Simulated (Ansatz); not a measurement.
# AgCl: response to strain

AgCl is deformed so: zz strain of -3 %. What stress and forces result, by LAPW, PAW and all-electron datasets made for the crystal?

Program: Ansatz 0.2.0. Level of theory: DFT PBE, scalar-relativistic. These are calculated values, not measurements.

## Step 1: The system as given

Symmetry: Fm-3m, No. 225, cubic system. Conventional cell: a = 5.546 Å, b = 5.546 Å, c = 5.546 Å, α = 90.00°, β = 90.00°, γ = 90.00°. Ag (site symmetry m-3m) is surrounded by 6 Cl at 2.77 Å. Cl (site symmetry m-3m) is surrounded by 6 Ag at 2.77 Å.

Coordinates:

```cif
data_structure
_symmetry_space_group_name_H-M 'Fm-3m'
_symmetry_Int_Tables_number 225
_cell_length_a 5.5463
_cell_length_b 5.5463
_cell_length_c 5.5463
_cell_angle_alpha 90.000
_cell_angle_beta 90.000
_cell_angle_gamma 90.000
_cell_volume 170.61
loop_
_atom_site_label
_atom_site_type_symbol
_atom_site_symmetry_multiplicity
_atom_site_Wyckoff_symbol
_atom_site_fract_x
_atom_site_fract_y
_atom_site_fract_z
_atom_site_occupancy
Ag1 Ag 4 b 0.50000 0.00000 0.00000 1
Cl1 Cl 4 a 0.00000 0.00000 0.00000 1
```

The file gives the conventional cell by its symmetry; the runs use the cell typed in the input.

Atoms are numbered in the order of the input: Ag1, Cl2.

## Step 2: After the deformation

Space group Fm-3m before, I4/mmm after.

## Step 3: All-electron LAPW

input.yaml

```yaml
crystal:
  lattice:
    - [0.0, 2.77315, 2.6899555]
    - [2.77315, 0.0, 2.6899555]
    - [2.77315, 2.77315, 0.0]
  atoms:
    - { symbol: Ag, position: [0.5, 0.5, 0.5] }
    - { symbol: Cl, position: [0.0, 0.0, 0.0] }
kpoints:
  mp_grid: { grid: [8, 8, 8] }
  band_path:
    path:
      - [0.0, 0.0, 0.0]
      - [0.0, 0.5, 0.5]
      - [0.25, 0.75, 0.5]
      - [0.0, 0.5, 0.0]
      - [0.0, 0.0, 0.0]
      - [0.5, 0.5, 0.0]
      - [0.3828515251, 0.6171484749, 0.0]
      - [-0.3828515251, 0.3828515251, 0.0]
      - [0.0, 0.0, 0.0]
    npoints: 5
scf:
  occupations: { method: fermi_dirac, width: 0.02 }
hamiltonian:
  xc: pbe
  pseudopotentials: { kind: all_electron, lapw: { basis_error: 0.0005 } }
output:
  forces: true
  stress: true
  eigenvalues: true
```

Launch:

```console
$ ansatz run input.yaml --threads 1 --pin off --max-ram 3072MiB --backend cpu --events-out ev --progress --plain --runs-dir out
```

## Step 4: Frozen-core PAW

input.yaml

```yaml
crystal:
  lattice:
    - [0.0, 2.77315, 2.6899555]
    - [2.77315, 0.0, 2.6899555]
    - [2.77315, 2.77315, 0.0]
  atoms:
    - { symbol: Ag, position: [0.5, 0.5, 0.5] }
    - { symbol: Cl, position: [0.0, 0.0, 0.0] }
kpoints:
  mp_grid: { grid: [8, 8, 8] }
scf:
  occupations: { method: fermi_dirac, width: 0.02 }
hamiltonian:
  xc: pbe
  pseudopotentials: { kind: paw }
output:
  forces: true
  stress: true
  eigenvalues: true
  efg: { contact_densities: true }
  write_density: true
  write_potential: true
  elf: true
  volumetric_format: npy
```

## Step 5: All-electron PAW on datasets made for the crystal

Edit input.yaml of step 4 so:

```diff
@@ -14,3 +14,3 @@
   xc: pbe
-  pseudopotentials: { kind: paw }
+  pseudopotentials: { kind: all_electron, datasets: crystal }
 output:
@@ -20,5 +20 @@
   efg: { contact_densities: true }
-  write_density: true
-  write_potential: true
-  elf: true
-  volumetric_format: npy
```

(Steps that only read results are left out.)

What does the calculation give? Wanted: pressure; largest shear or deviatoric stress.

**Answer**, as computed:

| quantity | value |
| --- | --- |
| pressure | LAPW 3.36, PAW 3.36, crystal datasets 3.36 GPa |
| largest shear or deviatoric stress (LAPW) | 0.73 GPa |

In words: The largest part of the stress beyond the pressure is 0.73 GPa in size, in the zz component; the atoms are carried along and not relaxed. No run of the undeformed cell stands beside it, so the pressure holds what the given cell had before the change. PAW: stress within 0.01 GPa of LAPW. Crystal datasets: stress within 0.01 GPa of LAPW.
